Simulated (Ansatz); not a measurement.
# Hf3N4: the relaxed cell by functional

The starting cell is an entry of the Crystallography Open Database (2003):

```
Hf N
1.0
    -3.35050    3.35050    3.35050
     3.35050   -3.35050    3.35050
     3.35050    3.35050   -3.35050
Hf N
6 8
Direct
  0.25000 0.62500 0.37500
  0.37500 0.25000 0.62500
  0.75000 0.87500 0.12500
  0.12500 0.75000 0.87500
  0.62500 0.37500 0.25000
  0.87500 0.12500 0.75000
  0.12600 0.12600 0.12600
  0.87400 0.50000 0.00000
  0.50000 0.00000 0.37400
  0.00000 0.87400 0.50000
  0.37400 0.50000 0.00000
  0.62600 0.62600 0.62600
  0.00000 0.37400 0.50000
  0.50000 0.00000 0.87400
```

Atoms and cell were relaxed at zero pressure with plane-wave PAW DFT (Ansatz 0.2.0; one set of PAW datasets, made under PBE, for all functionals; 420 eV, r2SCAN 500 eV; 6×6×6 Γ-centred mesh, fermi-dirac occupations of width 0.020 eV; no spin polarisation, no spin-orbit coupling, no dispersion correction), keeping the symmetry (I-43d, No. 220).

Task: How do the functionals compare with each other and with the entry?

Result: The relaxed conventional cells:

```tsv
functional	a (Å)	volume (Å³/atom)
LDA	6.597	10.25
PBEsol	6.651	10.51
PBE	6.735	10.91
r2SCAN	6.709	10.78
the entry	6.701	10.75
```

LDA gives the smallest volume and PBE the largest, 6.4 % more, the usual order, since LDA overbinds and PBE's gradient terms loosen the lattice. Against the entry's volume: LDA -4.6 %, PBEsol -2.2 %, PBE +1.5 %, r2SCAN +0.3 %. No verdict is drawn from this: such phases often miss the ideal composition, so the entry may be off as well as the functionals.

Caveats: each relaxation keeps the start's symmetry, so a distorted cell may lie lower; computed cells are at 0 K with fixed nuclei, while the entry holds thermal expansion, often some tenths of a per cent in volume and more in soft crystals.
